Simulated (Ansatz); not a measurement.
# Dielectric response of ZnS (10-10) films, part 5 of 6

How well do thin wurtzite ZnS (10-10) films screen a perpendicular field?

Ansatz 0.2.0; plane-wave DFT, PBEsol, Ansatz PAW (the session's first sound run).

So far. Step 27 (Response with the atoms held, 24 atoms, units 6): The induced dipole is that of a conductor 16.38 Å thick. Step 28 (Field on, atoms free, 24 atoms, units 6, field 0.05 V/Å): The dipole is 0.115 e·Å, and the gap on the mesh 2.150 eV.

### Step 29. Field on, atoms free, 24 atoms, units 6, field -0.05 V/Å

The opposite sign, again from the field-free geometry; the difference of the two cancels what relaxes without a field.

The input, input.yaml:

```yaml
crystal:
  lattice:
    - [3.82, 0.0, 0.0]
    - [0.0, 6.26, 0.0]
    - [0.0, 0.0, 35.6438242264]
  atoms:
    - { symbol: Zn, position: [0.0, 0.0500330848, 0.2715667352] }
    - { symbol: S, position: [0.0, 0.3857524333, 0.2532760776] }
    - { symbol: Zn, position: [0.5, 0.4875053617, 0.2844912467] }
    - { symbol: S, position: [0.5, 0.8697153063, 0.2868819463] }
    - { symbol: Zn, position: [0.5, -0.0026543076, 0.3491179304] }
    - { symbol: S, position: [0.5, 0.3701503688, 0.3476563415] }
    - { symbol: Zn, position: [0.0, 0.4930462793, 0.3778359823] }
    - { symbol: S, position: [0.0, 0.8675236217, 0.378332855] }
    - { symbol: Zn, position: [0.0, -0.0037629248, 0.439540557] }
    - { symbol: S, position: [0.0, 0.3688256005, 0.4393998167] }
    - { symbol: Zn, position: [0.5, 0.4953831354, 0.4693848271] }
    - { symbol: S, position: [0.5, 0.8684820425, 0.4693435989] }
    - { symbol: Zn, position: [0.5, -0.0046168646, 0.5306151729] }
    - { symbol: S, position: [0.5, 0.3684820425, 0.5306564012] }
    - { symbol: Zn, position: [0.0, 0.4962370751, 0.560459443] }
    - { symbol: S, position: [0.0, 0.8688256003, 0.5606001834] }
    - { symbol: Zn, position: [0.0, -0.006953721, 0.6221640176] }
    - { symbol: S, position: [0.0, 0.3675236213, 0.6216671451] }
    - { symbol: Zn, position: [0.5, 0.4973456921, 0.6508820695] }
    - { symbol: S, position: [0.5, 0.8701503686, 0.6523436585] }
    - { symbol: Zn, position: [0.5, -0.0124946388, 0.7155087533] }
    - { symbol: S, position: [0.5, 0.3697153056, 0.7131180537] }
    - { symbol: Zn, position: [0.0, 0.5500330842, 0.7284332648] }
    - { symbol: S, position: [0.0, 0.8857524328, 0.7467239224] }
kpoints:
  mp_grid: { grid: [8, 4, 1] }
hamiltonian:
  xc: pbesol
scf:
  occupations: { method: fixed }
  convergence: { dr2_threshold: 1.0e-10 }
efield:
  axis: 3
  dipole_correction: true
  ramp_position: 0.97
  ramp_width: 0.06
  amplitude: -0.05
relax:
  f_tol: 0.0006
  max_steps: 70
output:
  write_potential: true
  write_density: true
  volumetric_format: npy
```

Launch:

```
$ ansatz run input.yaml --threads 8 --pin off --max-ram 32768MiB --backend cpu --events-out ev --progress --plain --runs-dir out
```

Numbers of over 12 decimals in the logs are rounded to 6 here.

The program printed:

```text
[...]
Crystal: 24 atoms, lattice volume = 852.358 Å³
Basis set: ecut = 420 eV, 16743 PW (Γ), exchange–correlation on 54×90×480 points (8 copies of the dense FFT grid, shifted against one another)
Bands: 132, of which v1, the nominal top of the filled ones, is band 108 counted from 1 (107 counted from 0)
Symmetry: 2 space group operations
k-points: 15 of 32 (time reversal used)
[...]
- { symbol: Zn, position: [0.0, -0.00678467, 0.622145] }
    - { symbol: S, position: [0.0, 0.367712, 0.621696] }
    - { symbol: Zn, position: [0.5, 0.497528, 0.650855] }
    - { symbol: S, position: [0.5, 0.870328, 0.652376] }
    - { symbol: Zn, position: [0.5, -0.012302, 0.715490] }
    - { symbol: S, position: [0.5, 0.369888, 0.713140] }
    - { symbol: Zn, position: [0.0, 0.550290, 0.728371] }
    - { symbol: S, position: [0.0, 0.885914, 0.746757] }
[key lines of the parts left out:]
SCF converged after 6 iterations
Free energy (F): -50007.777848 eV
Fermi energy:    0.519689 eV
Dipole field:    D = -0.024443 V/Å  (p = -0.115139 e·Å, saw-weighted, corrected)
```

The job ended after 1.7 min (8 threads of Arm Neoverse V2, shared host; peak memory 4.4 GiB).

The relaxation took 4 steps and lowered the energy by 1.7e-4 eV; the largest force on the free atoms ends at 5.5e-4 eV/Å.

The dipole is -0.115 e·Å, and the gap on the mesh 2.150 eV.

### Step 30. Response with the atoms relaxed, 24 atoms, units 6

This step: plane-wave DFT, PBEsol, Ansatz PAW; response to a field along the normal, atoms relaxed (Ansatz 0.2.0).

Local field over the applied field, running mean. From the potentials at -0.05 and 0.05 V/Å; running mean over 3.308 Å, taken twice. Local field over applied field against z:

```csv
z (Å),local field over applied field
5,0.979
6,0.927
7,0.786
8,0.566
9,0.345
10,0.161
11,0.119
12,0.105
13,0.125
14,0.117
15,0.114
16,0.115
17,0.115
18,0.115
19,0.115
20,0.114
21,0.115
22,0.122
23,0.118
24,0.106
25,0.131
26,0.206
27,0.427
28,0.646
29,0.852
30,0.948
31,0.990
```

The induced dipole is that of a conductor 17.43 Å thick.

### Step 31. Relaxing the film, 32 atoms, units 8

This step: plane-wave DFT, PBEsol, Ansatz PAW (Ansatz 0.2.0).

System of this step: ZnS (10-10), 8 units. The cell holds 32 atoms: 16 Zn and 16 S. Cell: a = 3.820 Å, b = 6.260 Å, c = 42.260 Å, α = 90.0°, β = 90.0°, γ = 90.0°. It derives from ZnS (wurtzite ZnS). Vacuum lies along c.

The next thickness, treated alike, so that differences show the interior and the faces cancel.

The input, input.yaml:

```yaml
crystal:
  lattice:
    - [3.82, 0.0, 0.0]
    - [0.0, 6.26, 0.0]
    - [0.0, 0.0, 42.2602583113]
  atoms:
    - { symbol: Zn, position: [0.0, 0.0, 0.2129660433] }
    - { symbol: S, position: [0.0, 0.375, 0.2129660433] }
    - { symbol: Zn, position: [0.5, 0.5, 0.2390600393] }
    - { symbol: S, position: [0.5, 0.875, 0.2390600393] }
    - { symbol: Zn, position: [0.5, 0.0, 0.2912480315] }
    - { symbol: S, position: [0.5, 0.375, 0.2912480315] }
    - { symbol: Zn, position: [0.0, 0.5, 0.3173420275] }
    - { symbol: S, position: [0.0, 0.875, 0.3173420275] }
    - { symbol: Zn, position: [0.0, 0.0, 0.3695300197] }
    - { symbol: S, position: [0.0, 0.375, 0.3695300197] }
    - { symbol: Zn, position: [0.5, 0.5, 0.3956240157] }
    - { symbol: S, position: [0.5, 0.875, 0.3956240157] }
    - { symbol: Zn, position: [0.5, 0.0, 0.4478120079] }
    - { symbol: S, position: [0.5, 0.375, 0.4478120079] }
    - { symbol: Zn, position: [0.0, 0.5, 0.4739060039] }
    - { symbol: S, position: [0.0, 0.875, 0.4739060039] }
    - { symbol: Zn, position: [0.0, 0.0, 0.5260939961] }
    - { symbol: S, position: [0.0, 0.375, 0.5260939961] }
    - { symbol: Zn, position: [0.5, 0.5, 0.5521879921] }
    - { symbol: S, position: [0.5, 0.875, 0.5521879921] }
    - { symbol: Zn, position: [0.5, 0.0, 0.6043759843] }
    - { symbol: S, position: [0.5, 0.375, 0.6043759843] }
    - { symbol: Zn, position: [0.0, 0.5, 0.6304699803] }
    - { symbol: S, position: [0.0, 0.875, 0.6304699803] }
    - { symbol: Zn, position: [0.0, 0.0, 0.6826579725] }
    - { symbol: S, position: [0.0, 0.375, 0.6826579725] }
    - { symbol: Zn, position: [0.5, 0.5, 0.7087519685] }
    - { symbol: S, position: [0.5, 0.875, 0.7087519685] }
    - { symbol: Zn, position: [0.5, 0.0, 0.7609399607] }
    - { symbol: S, position: [0.5, 0.375, 0.7609399607] }
    - { symbol: Zn, position: [0.0, 0.5, 0.7870339567] }
    - { symbol: S, position: [0.0, 0.875, 0.7870339567] }
kpoints:
  mp_grid: { grid: [8, 4, 1] }
hamiltonian:
  xc: pbesol
scf:
  occupations: { method: fixed }
  convergence: { dr2_threshold: 1.0e-09 }
efield:
  axis: 3
  dipole_correction: true
  ramp_position: 0.97
  ramp_width: 0.06
relax:
  f_tol: 0.003
  max_steps: 100
output:
  write_potential: true
  write_density: true
  volumetric_format: npy
```

The program printed:

```text
[...]
Crystal: 32 atoms, lattice volume = 1010.578 Å³
Basis set: ecut = 420 eV, 19841 PW (Γ), exchange–correlation on 54×90×576 points (8 copies of the dense FFT grid, shifted against one another)
Bands: 176, of which v1, the nominal top of the filled ones, is band 144 counted from 1 (143 counted from 0)
Symmetry: 2 space group operations
[...]
- { symbol: Zn, position: [0.0, -0.00558184, 0.679919] }
    - { symbol: S, position: [0.0, 0.368920, 0.679557] }
    - { symbol: Zn, position: [0.5, 0.498732, 0.704185] }
    - { symbol: S, position: [0.5, 0.871530, 0.705373] }
    - { symbol: Zn, position: [0.5, -0.011136, 0.758655] }
    - { symbol: S, position: [0.5, 0.371046, 0.756671] }
    - { symbol: Zn, position: [0.0, 0.551367, 0.769585] }
    - { symbol: S, position: [0.0, 0.887139, 0.784984] }
[key lines of the parts left out:]
SCF converged after 6 iterations
Free energy (F): -66677.504737 eV
Fermi energy:    1.310258 eV
Dipole field:    D = -0.000000 V/Å  (p = -0.000001 e·Å, saw-weighted, corrected)
Work function:   Φ+ = 6.0499 eV   Φ− = 6.0499 eV
```

Wall time 6.4 min (8 threads); peak memory 6.6 GiB; 51 min of CPU time.

Running mean over 3.308 Å of the planar mean; the ramp of the sawtooth is left out. Electron's electrostatic potential energy less the highest filled level against z:

z (Å), electron's electrostatic potential energy less the highest filled level (eV) and a bar from the least value:
```
        4       6.05 ##############################
        6       6.02 ##############################
        8       2.78 ###################
       10      -2.33 #
       12      -2.66 
       14      -2.57 
       16      -2.44 #
       18      -2.59 
       20      -2.49 #
       22      -2.53 
       24      -2.58 
       26      -2.42 #
       28      -2.59 
       30      -2.54 
       32      -2.48 #
       34       1.69 ###############
       36       5.99 ##############################
       38       6.05 ##############################
```

The relaxation took 8 steps and lowered the energy by 1.2 eV; the largest force on the free atoms ends at 0.0012 eV/Å.

The gap is 2.15 eV, with the valence edge 6.05 eV and the conduction edge 3.90 eV under the upper vacuum level.

### Step 32. Comparing the runs

Times are for 8 threads of Arm Neoverse V2, shared host. The runs compared:

```csv
no.,units,gap by band count (eV),"ionisation energy, upper face (eV)","electron affinity, upper face (eV)",time,memory (GiB)
1,3,2.266,6.018,3.752,63 s,1.9
2,4,2.215,6.027,3.812,99 s,2.6
3,5,2.190,6.036,3.846,2.1 min,3.5
4,6,2.174,6.043,3.869,3.1 min,4.4
5,8,2.151,6.050,3.899,6.4 min,6.6
```

The valence density, planar mean (3) oscillates, so the rows of the table below give means over windows of 2.71 Å about each position, cut where the curve ends. Its maxima inside the range that stand out by 2 % of the span (Å: e/Å³): 9.7: 1.11, 12.4: 0.890, 13.3: 0.890, 16.0: 1.11. Its minima: 11.3: 0.127, 12.9: 0.533, 14.4: 0.127.

The runs together. The valence density, planar mean by z; means over each step:

```csv
z (Å),3 (e/Å³),4 (e/Å³),5 (e/Å³),6 (e/Å³),8 (e/Å³)
4.06,3.7e-6,3.4e-6,3.1e-6,2.9e-6,2.4e-6
6.77,0.0115,0.0106,0.00981,0.00895,0.00765
9.48,0.523,0.522,0.520,0.518,0.515
12.19,0.485,0.474,0.467,0.460,0.448
14.90,0.486,0.408,0.410,0.412,0.419
17.61,0.161,0.428,0.429,0.430,0.424
20.32,1.9e-4,0.380,0.428,0.433,0.443
23.03,0,0.00105,0.508,0.518,0.521
```

### Step 33. Single point on the relaxed film, 32 atoms, units 8

The next thickness, treated alike, so that differences show the interior and the faces cancel.

The input, input.yaml:

```yaml
crystal:
  lattice:
    - [3.82, 0.0, 0.0]
    - [0.0, 6.26, 0.0]
    - [0.0, 0.0, 42.2602583113]
  atoms:
    - { symbol: Zn, position: [0.0, 0.0513666379, 0.2304154029] }
    - { symbol: S, position: [0.0, 0.3871386557, 0.2150157188] }
    - { symbol: Zn, position: [0.5, 0.4888644865, 0.2413450165] }
    - { symbol: S, position: [0.5, 0.871046257, 0.2433286288] }
    - { symbol: Zn, position: [0.5, -0.0012684754, 0.2958149862] }
    - { symbol: S, position: [0.5, 0.3715299449, 0.2946265566] }
    - { symbol: Zn, position: [0.0, 0.4944181596, 0.3200810319] }
    - { symbol: S, position: [0.0, 0.8689198668, 0.3204429291] }
    - { symbol: Zn, position: [0.0, -0.0023891966, 0.372060844] }
    - { symbol: S, position: [0.0, 0.370170913, 0.3720062535] }
    - { symbol: Zn, position: [0.5, 0.4966392281, 0.3973274043] }
    - { symbol: S, position: [0.5, 0.8697635142, 0.3971798693] }
    - { symbol: Zn, position: [0.5, -0.0029572414, 0.4488047946] }
    - { symbol: S, position: [0.5, 0.3699483684, 0.4490143144] }
    - { symbol: Zn, position: [0.0, 0.496922634, 0.4743021631] }
    - { symbol: S, position: [0.0, 0.8698862351, 0.4740559313] }
    - { symbol: Zn, position: [0.0, -0.0030773656, 0.525697837] }
    - { symbol: S, position: [0.0, 0.3698862353, 0.5259440685] }
    - { symbol: Zn, position: [0.5, 0.4970427592, 0.5511952055] }
    - { symbol: S, position: [0.5, 0.8699483692, 0.5509856854] }
    - { symbol: Zn, position: [0.5, -0.0033607706, 0.6026725958] }
    - { symbol: S, position: [0.5, 0.3697635154, 0.6028201306] }
    - { symbol: Zn, position: [0.0, 0.4976108049, 0.6279391562] }
    - { symbol: S, position: [0.0, 0.8701709145, 0.6279937463] }
    - { symbol: Zn, position: [0.0, -0.0055818381, 0.6799189682] }
    - { symbol: S, position: [0.0, 0.3689198689, 0.6795570708] }
    - { symbol: Zn, position: [0.5, 0.4987315269, 0.704185014] }
    - { symbol: S, position: [0.5, 0.8715299472, 0.7053734432] }
    - { symbol: Zn, position: [0.5, -0.0111355114, 0.7586549837] }
    - { symbol: S, position: [0.5, 0.3710462592, 0.7566713712] }
    - { symbol: Zn, position: [0.0, 0.5513666398, 0.7695845971] }
    - { symbol: S, position: [0.0, 0.8871386575, 0.7849842811] }
kpoints:
  mp_grid: { grid: [8, 4, 1] }
hamiltonian:
  xc: pbesol
scf:
  occupations: { method: fixed }
  convergence: { dr2_threshold: 1.0e-09 }
efield:
  axis: 3
  dipole_correction: true
  ramp_position: 0.97
  ramp_width: 0.06
output:
  eigenvalues: true
  dos: { projected: true, e_range: [-7, 7] }
  write_potential: true
  write_density: true
  volumetric_format: npy
checkpoint:
  write: end8.run
  compress: false
  write_wavefunctions: false
```

The program printed:

```text
[...]
Crystal: 32 atoms, lattice volume = 1010.578 Å³
Basis set: ecut = 420 eV, 19841 PW (Γ)
Bands: 176, of which v1, the nominal top of the filled ones, is band 144 counted from 1 (143 counted from 0)
Symmetry: 2 space group operations
k-points: 15 of 32 (time reversal used)
[...]
k-point 0: bands = [... 140 lower, 1.1530, 1.1785, 1.2946, 1.3103, 3.4611, 3.7298, 4.1316, 4.4550, ... 28 higher]
  k-point 1: bands = [... 140 lower, 0.9771, 1.0979, 1.1228, 1.1472, 4.2740, 4.3274, 4.5096, 4.5550, ... 28 higher]
  k-point 2: bands = [... 140 lower, 0.8693, 0.8693, 0.9659, 0.9659, 4.5111, 4.5111, 4.7079, 4.7079, ... 28 higher]
  k-point 14: bands = [... 140 lower, -0.1459, -0.1459, 0.2106, 0.2106, 4.5850, 4.5850, 4.8057, 4.8057, ... 28 higher]
[key lines of the parts left out:]
SCF converged after 12 iterations
Free energy (F): -66677.505402 eV
Fermi energy:    1.310259 eV
Dipole field:    D = 0.000000 V/Å  (p = 0.000003 e·Å, saw-weighted, corrected)
Work function:   Φ+ = 6.0499 eV   Φ− = 6.0499 eV
```

Wall time 85 s (8 threads); peak memory 7 GiB; 11 min of CPU time.

Running mean over 3.308 Å of the planar mean; the ramp of the sawtooth is left out. Electron's electrostatic potential energy less the highest filled level against z:

```csv
z (Å),electron's electrostatic potential energy less the highest filled level (eV)
4,6.05
5,6.05
6,6.02
7,5.48
8,2.78
9,-1.13
10,-2.33
11,-3.04
12,-2.66
13,-2.43
14,-2.57
15,-2.57
16,-2.44
17,-2.54
18,-2.59
19,-2.49
20,-2.49
21,-2.59
22,-2.53
23,-2.44
24,-2.58
25,-2.57
26,-2.42
27,-2.55
28,-2.59
29,-2.45
30,-2.54
31,-3.07
32,-2.48
33,-1.72
34,1.69
35,5.02
36,5.99
37,6.05
38,6.05
```

The gap is 2.15 eV, with the valence edge 6.05 eV and the conduction edge 3.90 eV under the upper vacuum level.

### Step 34. Atoms held, 32 atoms, units 8, field 0.05 V/Å

input.yaml: that of step 33 with these lines changed.

```diff
@@ -44,3 +44,3 @@
   occupations: { method: fixed }
-  convergence: { dr2_threshold: 1.0e-09 }
+  convergence: { dr2_threshold: 1.0e-10 }
 efield:
@@ -50,5 +50,4 @@
   ramp_width: 0.06
+  amplitude: 0.05
 output:
-  eigenvalues: true
-  dos: { projected: true, e_range: [-7, 7] }
   write_potential: true
@@ -56,5 +55 @@
   volumetric_format: npy
-checkpoint:
-  write: end8.run
-  compress: false
-  write_wavefunctions: false
```

The program printed:

```text
[...]
Crystal: 32 atoms, lattice volume = 1010.578 Å³
Basis set: ecut = 420 eV, 19841 PW (Γ)
Bands: 176, of which v1, the nominal top of the filled ones, is band 144 counted from 1 (143 counted from 0)
Symmetry: 2 space group operations
k-points: 15 of 32 (time reversal used)
[...]
k-point 0: bands = [... 140 lower, 1.1683, 1.1969, 1.2328, 1.3833, 3.4481, 3.7352, 4.1325, 4.4510, ... 28 higher]
  k-point 1: bands = [... 140 lower, 0.9736, 1.0697, 1.1152, 1.2136, 4.2164, 4.3737, 4.4975, 4.5445, ... 28 higher]
  k-point 2: bands = [... 140 lower, 0.7905, 0.8968, 0.9547, 1.0419, 4.4364, 4.5798, 4.6787, 4.7211, ... 28 higher]
  k-point 14: bands = [... 140 lower, -0.1468, -0.0550, 0.1146, 0.3069, 4.5180, 4.6451, 4.7925, 4.8057, ... 28 higher]
[key lines of the parts left out:]
SCF converged after 17 iterations
Free energy (F): -66677.509001 eV
Fermi energy:    1.383335 eV
Dipole field:    D = 0.025773 V/Å  (p = 0.143937 e·Å, saw-weighted, corrected)
```

The job ended after 97 s (8 threads; peak memory 7 GiB).

The dipole is 0.144 e·Å, and the gap on the mesh 2.065 eV.

### Step 35. Atoms held, 32 atoms, units 8, field -0.05 V/Å

input.yaml: that of step 34 with these lines changed.

```diff
@@ -50,3 +50,3 @@
   ramp_width: 0.06
-  amplitude: 0.05
+  amplitude: -0.05
 output:
```

The program printed:

```text
[...]
Crystal: 32 atoms, lattice volume = 1010.578 Å³
Basis set: ecut = 420 eV, 19841 PW (Γ)
Bands: 176, of which v1, the nominal top of the filled ones, is band 144 counted from 1 (143 counted from 0)
Symmetry: 2 space group operations
k-points: 15 of 32 (time reversal used)
[...]
k-point 0: bands = [... 140 lower, 1.1683, 1.1969, 1.2328, 1.3833, 3.4481, 3.7352, 4.1325, 4.4510, ... 28 higher]
  k-point 1: bands = [... 140 lower, 0.9736, 1.0697, 1.1152, 1.2136, 4.2164, 4.3737, 4.4975, 4.5445, ... 28 higher]
  k-point 2: bands = [... 140 lower, 0.7905, 0.8968, 0.9547, 1.0419, 4.4364, 4.5798, 4.6787, 4.7211, ... 28 higher]
  k-point 14: bands = [... 140 lower, -0.1468, -0.0550, 0.1146, 0.3069, 4.5180, 4.6451, 4.7925, 4.8057, ... 28 higher]
[key lines of the parts left out:]
SCF converged after 17 iterations
Free energy (F): -66677.509000 eV
Fermi energy:    1.383336 eV
Dipole field:    D = -0.025773 V/Å  (p = -0.143935 e·Å, saw-weighted, corrected)
```

It took 99 s on 8 threads; peak memory 7 GiB; 13 min of CPU time.

The dipole is -0.144 e·Å, and the gap on the mesh 2.065 eV.

### Step 36. Response with the atoms held, 32 atoms, units 8

This step: plane-wave DFT, PBEsol, Ansatz PAW; response to a field along the normal, atoms held (Ansatz 0.2.0).

Local field over the applied field, running mean. From the potentials at -0.05 and 0.05 V/Å; running mean over 3.308 Å, taken twice. Table of local field over applied field by z:

```csv
z (Å),local field over applied field
5,0.985
6,0.929
7,0.798
8,0.599
9,0.393
10,0.245
11,0.179
12,0.165
13,0.166
14,0.167
15,0.168
16,0.168
17,0.168
18,0.168
19,0.168
20,0.168
21,0.168
22,0.168
23,0.168
24,0.168
25,0.168
26,0.168
27,0.168
28,0.167
29,0.166
30,0.164
31,0.172
32,0.221
33,0.347
34,0.543
35,0.751
36,0.903
37,0.976
```

The induced dipole is that of a conductor 21.78 Å thick.

### Step 37. Electronic ε from the series

This step: plane-wave DFT, PBEsol, Ansatz PAW; permittivity from the thickness series, atoms held (Ansatz 0.2.0).

Each added layer adds t(1 − 1/ε) to the dipole term, so the slope against thickness gives ε without a choice of where the film ends.

Numbers from this step:

| Property | Result |
| --- | --- |
| slope | 0.8320 |
| intercept of the fit | 1.743 Å |
| ε of the interior | 5.954 |

Equivalent conductor thickness against distance between the outer atoms:

```csv
distance between the outer atoms (Å),equivalent conductor thickness (Å)
7.85,8.27
11.09,11.0
14.34,13.7
17.59,16.4
24.09,21.8
```

By hand, from the thinnest and the thickest film: slope = (21.783 − 8.272) / (24.087 − 7.850) = 0.832, so ε = 1/(1 − 0.832) = 5.96.

### Step 38. Static ε from the series

This step: plane-wave DFT, PBEsol, Ansatz PAW; permittivity from the thickness series, atoms relaxed (Ansatz 0.2.0).

The same fit for the relaxed films. The nearer its slope lies to 1, the more ε hangs on small errors.

Numbers from this step:

```yaml
slope: 0.8867
intercept_of_the_fit: 1.831 Å
eps_of_the_interior: 8.826
```

Table of equivalent conductor thickness by distance between the outer atoms:

```csv
distance between the outer atoms (Å),equivalent conductor thickness (Å)
7.85,8.79
14.34,14.5
17.59,17.4
```

By hand, from the thinnest and the thickest film: slope = (17.425 − 8.791) / (17.588 − 7.850) = 0.887, so ε = 1/(1 − 0.887) = 8.82. One nm of such a film has the capacitance of 3.9/8.82 = 0.44 nm of SiO₂ (its equivalent oxide thickness).

(Continued in part 6 of 6.)

[Logs are printed without paths, hosts, clocks, repeated set-up lines and the standing remarks that a program may print on its own settings, such as how far it seeks lower states.]

[Hosts, paths, dates, database ids (printed as entryN), source tags and the programs' standing remarks are cut or masked in the printed files.]

[Maps of the electrostatic potential energy from Ansatz leave out the sawtooth potential of an applied field or a dipole correction, so their vacuum need not be flat; planar profiles and work functions include it.]
